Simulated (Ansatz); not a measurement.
# Preparing SiO2 (P3_121) as a host crystal

Aim: the runs on the perfect crystal SiO2 (P3_121) that a defect calculation needs first.

Calculated with Ansatz 0.2.0; plane-wave PAW DFT, PBEsol; relaxation of the host's cell and atoms; PAW set soft_1, in the first sound run; inputs show where later runs differ.

This is a report of a sequence of runs, with most program output left out.

## 1. The starting structure

Symmetry: P3_121, No. 152, trigonal system. The conventional cell has a = 4.915 Å, b = 4.915 Å, c = 5.431 Å, α = 90.00°, β = 90.00°, γ = 120.00°. Si has 4 O at 1.61 to 1.62 Å nearest. Nearest to O lie 2 Si at 1.61 to 1.62 Å. Farther neighbours and most contacts between anions are not listed.

## 2. Host cell relaxation

Cell and atoms are relaxed together, until forces and stress fall under their thresholds.

The input, cell/input.yaml:

```yaml
crystal:
  lattice:
    - [4.9149662, 0.0, 0.0]
    - [-2.4574831, 4.2564856, 0.0]
    - [0.0, 0.0, 5.4313011]
  atoms:
    - { symbol: Si, position: [0.53108859, 0.53108859, 0.0] }
    - { symbol: Si, position: [0.0, 0.46891141, 0.66666667] }
    - { symbol: Si, position: [0.46891141, 0.0, 0.33333333] }
    - { symbol: O, position: [0.26922311, 0.41339429, 0.78489098] }
    - { symbol: O, position: [0.58660571, 0.85582882, 0.11822431] }
    - { symbol: O, position: [0.14417118, 0.73077689, 0.45155765] }
    - { symbol: O, position: [0.41339429, 0.26922311, 0.21510902] }
    - { symbol: O, position: [0.73077689, 0.14417118, 0.54844235] }
    - { symbol: O, position: [0.85582882, 0.58660571, 0.88177569] }
basis:
  ecutwfc: 420
  xc_grid: 2
hamiltonian:
  xc: pbesol
  pseudopotentials: { kind: paw, azcp: { folder: soft_1 }, xc_functional: pbe }
kpoints:
  mp_grid: { grid: [7, 7, 5] }
scf:
  occupations: { method: fixed }
  max_iter: 100
relax:
  f_tol: 0.005
  max_steps: 60
  cell: {}
output:
  forces: true
  stress: true
checkpoint:
  write: "../cell.run"
  compress: false
  write_wavefunctions: false
  write_every: 100000
```

The run is started by

```sh
ansatz run input.yaml --threads 32 --pin off --max-ram 84787MiB --backend cuda --events-out ev --progress --plain --runs-dir out --max-vram 78GiB
```

It took 4.6 s on 1 × NVIDIA GB200 with 32 threads of Arm Neoverse V2, shared host; peak memory 0.99 GiB.

Relaxation path:

```csv
step,energy less that of the first step (eV),largest force component (eV/Å),pressure (GPa),volume (Å³)
1,0.0000,0.1634,2.72,113.63
2,-0.0080,0.1015,1.42,114.41
3,-0.0101,0.0292,-0.01,115.27
4,-0.0108,0.0120,0.00,115.13
5,-0.0107,0.0013,0.00,115.20
6,-0.0148,0.0014,0.07,115.20
7,-0.0144,0.0008,0.01,115.39
8*,-0.0150,0.0008,0.01,115.39
```

Relaxation steps marked * repeat the geometry before them on a plane-wave basis chosen anew for their cell, so energy and pressure can jump there. The log counts 2 steps on a newly chosen plane-wave basis, not all of them marked here; energy and pressure can jump at such steps.

Forces are held to the 6 operations that the run works with; a distortion that breaks them can't arise in this run.

```csv
"conventional cell, symmetrised",before,after,change
a (Å),4.915,4.948,+0.7 %
b (Å),4.915,4.948,+0.7 %
c (Å),5.431,5.441,+0.2 %
volume (Å³/atom),12.63,12.82,+1.6 %
```

Numbers from this step:

| Item | Value |
| --- | --- |
| pressure | 0.01236 GPa |

The relaxation ends with a largest force component of 8.2e-4 eV/Å and a pressure of 0.01 GPa.

## 3. Dielectric tensors of the host

The response to a uniform electric field gives the electronic dielectric tensor.

This step: plane-wave PAW DFPT, PBEsol; dielectric tensors, Born charges and zone-centre modes of the host; PAW set soft_1 (Ansatz 0.2.0).

The input, eps/input.yaml:

```yaml
crystal:
  lattice:
    - [4.9484137309, 0.0, 0.0]
    - [-2.4742068654, 4.2854519994, 0.0]
    - [0.0, 0.0, 5.4413216671]
  atoms:
    - { symbol: Si, position: [0.5297148839, 0.5297148839, 0.0] }
    - { symbol: Si, position: [0.0, 0.4702851161, 0.6666666667] }
    - { symbol: Si, position: [0.4702851161, 0.0, 0.3333333333] }
    - { symbol: O, position: [0.2670818754, 0.4124867885, 0.7853886872] }
    - { symbol: O, position: [0.5875132115, 0.8545950869, 0.1187220206] }
    - { symbol: O, position: [0.1454049131, 0.7329181246, 0.4520553539] }
    - { symbol: O, position: [0.4124867885, 0.2670818754, 0.2146113128] }
    - { symbol: O, position: [0.7329181246, 0.1454049131, 0.5479446461] }
    - { symbol: O, position: [0.8545950869, 0.5875132115, 0.8812779794] }
basis:
  ecutwfc: 420
hamiltonian:
  xc: pbesol
  pseudopotentials: { kind: paw, azcp: { folder: soft_1 }, xc_functional: pbe }
kpoints:
  mp_grid: { grid: [6, 6, 5] }
scf:
  occupations: { method: fixed }
  max_iter: 100
phonons:
  method: dfpt
  dielectric: true
  rigid_motions: translations
```

Elapsed: 8.7 s, on 1 × NVIDIA GB200 with 32 threads; peak memory 2 GiB.

Electronic dielectric tensor:

```
2.49 0.00 0.00
0.00 2.49 0.00
0.00 0.00 2.52
```

Static dielectric tensor:

```
4.63 0.00 0.00
0.00 4.63 0.00
0.00 0.00 4.85
```

The principal values of the electronic dielectric tensor are 2.49, 2.49 and 2.52. The principal values of the static dielectric tensor are 4.63, 4.63 and 4.85.

## 4. Defect free supercell relaxed in its symmetry

This cell, the one that will hold the defects, is built from the relaxed host. Its coarser k-points can move the atoms a little, so it is relaxed from the symmetric sites, as the reference for the test of stability.

This step: plane-wave PAW DFT, PBEsol; relaxation of the defect-free supercell in its symmetry; PAW set soft_1 (Ansatz 0.2.0).

System of this step: SiO2 (P3_121). The cell holds 216 atoms: 72 Si and 144 O. Its edges and angles: a = 14.710 Å, b = 14.710 Å, c = 14.845 Å, α = 70.3°, β = 70.3°, γ = 71.3°.

The input, pristine.symmetric/input.yaml:

```yaml
crystal:
  lattice:
    - [-4.9484137309, 8.5709039988, 10.8826433342]
    - [9.8968274618, 0.0, 10.8826433342]
    - [7.4226205963, 12.8563559982, 0.0]
  atoms:
    - { symbol: Si, position: [0.0, 0.0, 0.176571628] }
    - { symbol: Si, position: [0.25, 0.25, 0.0099049613] }
    - { symbol: Si, position: [0.0342379457, 0.2990953876, 0.1339364082] }
    - { symbol: Si, position: [0.2842379457, 0.0490953876, 0.3006030749] }
    - { symbol: Si, position: [0.2157620543, 0.4509046124, 0.1894919638] }
    - { symbol: Si, position: [0.4657620543, 0.2009046124, 0.0228252971] }
    - { symbol: O, position: [0.2326984, 0.1599959436, 0.3156966628] }
    - { symbol: O, position: [0.4826984, 0.4099959436, 0.1490299961] }
    - { symbol: O, position: [0.096450974, 0.4629100363, 0.2205643797] }
    - { symbol: O, position: [0.346450974, 0.2129100363, 0.053897713] }
    - { symbol: O, position: [0.0098921414, 0.2161355356, 0.2377112806] }
    - { symbol: O, position: [0.2598921414, 0.4661355356, 0.071044614] }
    - { symbol: O, position: [0.0173016, 0.0900040564, 0.0774928918] }
    - { symbol: O, position: [0.2673016, 0.3400040564, 0.2441595585] }
    - { symbol: O, position: [0.2401078586, 0.0338644644, 0.2217297319] }
    - { symbol: O, position: [0.4901078586, 0.2838644644, 0.0550630653] }
    - { symbol: O, position: [0.153549026, 0.2870899637, 0.0934717198] }
    - { symbol: O, position: [0.403549026, 0.0370899637, 0.2601383865] }
    - { symbol: Si, position: [0.0, 0.0, 0.5099049613] }
    - { symbol: Si, position: [0.25, 0.25, 0.3432382946] }
    - { symbol: Si, position: [0.0342379457, 0.2990953876, 0.4672697416] }
    - { symbol: Si, position: [0.2842379457, 0.0490953876, 0.6339364082] }
    - { symbol: Si, position: [0.2157620543, 0.4509046124, 0.5228252971] }
    - { symbol: Si, position: [0.4657620543, 0.2009046124, 0.3561586305] }
    - { symbol: O, position: [0.2326984, 0.1599959436, 0.6490299961] }
    - { symbol: O, position: [0.4826984, 0.4099959436, 0.4823633294] }
    - { symbol: O, position: [0.096450974, 0.4629100363, 0.553897713] }
    - { symbol: O, position: [0.346450974, 0.2129100363, 0.3872310463] }
    - { symbol: O, position: [0.0098921414, 0.2161355356, 0.571044614] }
    - { symbol: O, position: [0.2598921414, 0.4661355356, 0.4043779473] }
[... 180 atom lines left out ...]
    - { symbol: O, position: [0.5173016, 0.5900040564, 0.7441595585] }
    - { symbol: O, position: [0.7673016, 0.8400040564, 0.9108262252] }
    - { symbol: O, position: [0.7401078587, 0.5338644644, 0.8883963986] }
    - { symbol: O, position: [0.9901078586, 0.7838644644, 0.7217297319] }
    - { symbol: O, position: [0.653549026, 0.7870899637, 0.7601383865] }
    - { symbol: O, position: [0.903549026, 0.5370899637, 0.9268050532] }
basis:
  ecutwfc: 420
  xc_grid: 2
hamiltonian:
  xc: pbesol
  pseudopotentials: { kind: paw, azcp: { folder: soft_1 }, xc_functional: pbe }
kpoints:
  mp_grid: { grid: [1, 1, 1] }
scf:
  occupations: { method: fermi_dirac, width: 0.01 }
  max_iter: 100
  lower_state_search: "off"
output:
  forces: true
relax:
  f_tol: 0.015
  max_steps: 60
  escape_saddle: false
checkpoint:
  write: "../pristine.symmetric.run"
  compress: false
  write_wavefunctions: false
  write_every: 100000
```

The job ended after 3 s (1 × NVIDIA GB200 with 32 threads; peak memory 1.2 GiB; 7.8 s of CPU time).

Hardly anything moved in the relaxation; the energy changed by under 0.2 meV an atom.

## 5. Defect free supercell relaxed from displaced atoms

This step: plane-wave PAW DFT, PBEsol; relaxation of the defect-free supercell from random displacements, a test of the host's stability; PAW set soft_1 (Ansatz 0.2.0).

pristine.rattled/input.yaml, as its differences from pristine.symmetric/input.yaml of step 4:

```diff
@@ -59,6 +59,6 @@
   f_tol: 0.015
-  max_steps: 60
-  escape_saddle: false
+  max_steps: 120
+  random_displacement: { amplitude: 0.06, seed: 4700 }
 checkpoint:
-  write: "../pristine.symmetric.run"
+  write: "../pristine.rattled.run"
   compress: false
```

The job ended after 6.6 s (1 × NVIDIA GB200 with 32 threads; peak memory 1.2 GiB).

Relaxation path:

```csv
step,energy less that of the first step (eV),largest force component (eV/Å)
1,0.0000,4.8777
2,-7.3265,3.0149
3,-12.5566,0.1253
4,-12.5738,0.0044
5,-12.5738,0.0044
```

The relaxation ends 58 meV an atom lower than the displaced start, with a largest force component of 0.0044 eV/Å.

## 6. Host on a dense mesh

This step: plane-wave PAW DFT, PBEsol; single point of the defect-free host, a test of the k-point sampling; PAW set soft_1 (Ansatz 0.2.0).

System of this step: SiO2 (P3_121). Symmetry: P3_121, No. 152, trigonal system. Conventional cell: a = 4.948 Å, b = 4.948 Å, c = 5.441 Å, α = 90.00°, β = 90.00°, γ = 120.00°. Nearest to Si lie 4 O at 1.62 Å. O has 2 Si at 1.62 Å nearest. Farther neighbours and most contacts between anions are not listed.

dense/input.yaml, as its differences from eps/input.yaml of step 3:

```diff
@@ -17,2 +17,3 @@
   ecutwfc: 420
+  xc_grid: 2
 hamiltonian:
@@ -21,9 +22,11 @@
 kpoints:
-  mp_grid: { grid: [6, 6, 5] }
+  mp_grid: { grid: [7, 7, 5] }
 scf:
-  occupations: { method: fixed }
+  occupations: { method: fermi_dirac, width: 0.01 }
   max_iter: 100
-phonons:
-  method: dfpt
-  dielectric: true
-  rigid_motions: translations
+  lower_state_search: "off"
+checkpoint:
+  write: "../dense.run"
+  compress: false
+  write_wavefunctions: false
+  write_every: 100000
```

Wall time 1 s (1 × NVIDIA GB200 with 32 threads); peak memory 1 GiB.

## 7. Defect free supercell at the zone centre

The supercell is run at the zone centre, to see how far that sampling misses the dense mesh.

System of this step: SiO2 (P3_121). The cell holds 216 atoms: 72 Si and 144 O. Cell: a = 14.710 Å, b = 14.710 Å, c = 14.845 Å, α = 70.3°, β = 70.3°, γ = 71.3°.

pristine.sampling_gamma/input.yaml, as its differences from pristine.rattled/input.yaml of step 5:

```diff
@@ -55,10 +55,4 @@
   lower_state_search: "off"
-output:
-  forces: true
-relax:
-  f_tol: 0.015
-  max_steps: 120
-  random_displacement: { amplitude: 0.06, seed: 4700 }
 checkpoint:
-  write: "../pristine.rattled.run"
+  write: "../pristine.sampling_gamma.run"
   compress: false
```

The job ended after 1.7 s (1 × NVIDIA GB200 with 32 threads; peak memory 1.3 GiB; 4.5 s of CPU time).

## 8. What came out

| Property | Result |
| --- | --- |
| primitive cell vectors, lengths | 4.948, 4.948, 5.441 Å |
| electronic dielectric constant | principal values (2.49, 2.49, 2.52) |
| static dielectric constant | principal values (4.63, 4.63, 4.85) |
| gap on the k-mesh of the response run (PBEsol) | 5.72 eV |
| supercell relaxed in its symmetry less the displaced and relaxed one | 0.000 eV |
| energy an atom at the zone centre alone less that on the dense mesh | 0.000 eV |

**Reading.** Step 5: The energy fell by 12.574 eV from the randomly displaced start; against the sites as typed, O196 ends farthest off, by 0.01 Å, once the mean shift is taken out. The displaced cell ends within 0.01 eV of the symmetric one relaxed in its symmetry, so no lower structure shows in this supercell. The k-mesh can miss the band edges, so this gap is an upper bound at this level. All at zero temperature.

[Logs are printed without paths, hosts, clocks, repeated set-up lines and the standing remarks that a program may print on its own settings, such as how far it seeks lower states.]

[Hosts, paths, dates, database ids (printed as entryN), source tags and the programs' standing remarks are cut or masked in the printed files.]

[Runs of the host that timed out are not shown.]

[For some hosts the program warned that the k-mesh of the response run may be too coarse for force constants and the static dielectric constant; such warnings are not always shown.]
